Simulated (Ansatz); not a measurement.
Theory: DFT PBE, scalar-relativistic, plane waves, PAW (Ansatz 0.2.0). Settings: cutoff 420 eV, Γ-centred meshes spaced at most about 0.3 Å⁻¹, and about 0.25 Å⁻¹ or finer for metals (2π included), Gaussian smearing. No spin polarisation.

Each guess is relaxed in cell and atoms at zero pressure, on a coarse mesh first where it starts far from rest and then on a converged one. The steps can't lower the symmetry of the start, but it can rise. Energies are static (0 K, no zero-point motion).

Two unrelaxed guesses for TaSi2:

A.

Space group P6_3/mmc (No. 194). a = 4.528 Å, b = 4.528 Å, c = 5.651 Å, α = 90.00°, β = 90.00°, γ = 120.00°
| atom | site | symmetry | x | y | z |
| --- | --- | --- | --- | --- | --- |
| Ta | 2c | -6m2 | 0.3333 | 0.6667 | 0.2500 |
| Si | 2d | -6m2 | 0.3333 | 0.6667 | 0.7500 |
| Si | 2a | -3m. | 0.0000 | 0.0000 | 0.0000 |

B.

Space group P4/mmm (No. 123). a = 3.628 Å, b = 3.628 Å, c = 4.404 Å, α = 90.00°, β = 90.00°, γ = 90.00°
```csv
atom,site,symmetry,x,y,z
Ta,1a,4/mmm,0.0000,0.0000,0.0000
Si,1b,4/mmm,0.0000,0.0000,0.5000
Si,1d,4/mmm,0.5000,0.5000,0.5000
```

Problem. Which guess leads to the lower structure, and by how much?

Solution. A ends lower, by 0.79 eV/atom. A: P6_3/mmc at 16.7 Å³/atom → P6_3/mmc (Ni2In type) at 15.4 Å³/atom; B: P4/mmm at 19.3 Å³/atom → P4/mmm at 18.3 Å³/atom. Counting Si atoms around Ta (those within 1.25 times the shortest such distance or 1.15 times the sum of covalent radii, 1.27 where that leaves under three; a plus sign parts nearer from farther groups), the end of A has Ta 5+6 and the end of B has Ta 2+8. The end of A holds Si–Si chains (shortest 2.52 Å); the end of B holds Si–Si nets (shortest 2.36 Å). End of A. Conventional cell: a = 4.591 Å, c = 5.048 Å. Ta has 5 Si at 2.52–2.65 Å and 6 Si at 2.94 Å; around Si on a site of symmetry -6m2 lie 5 Ta at 2.52–2.65 Å and 6 Si at 2.94 Å; Si on a site of symmetry -3m is surrounded by 2 Si at 2.52 Å, 6 Si at 2.94 Å and 6 Ta at 2.94 Å. End of B. Conventional cell: a = 3.338 Å, c = 4.934 Å. Ta is surrounded by 2 Si at 2.47 Å, 4 Ta at 3.34 Å and 8 Si at 3.41 Å; Si on its first site is surrounded by 4 Si at 2.36 Å and 2 Ta at 2.47 Å; Si on its second site has 4 Si at 2.36 Å.

Ends held by symmetry can be saddle points. Neither end is the lowest form computed: that has space group P6_422 (No. 181), is reached from a cell as deposited in COD and lies 0.61 eV/atom below the better end. Even the lowest of the cells shown lies +0.13 eV/atom against the elements. These runs have no spin–orbit coupling, which can matter for Ta. Some structure types and database cells were kept out of the candidates from the start, so a known form may be missing.
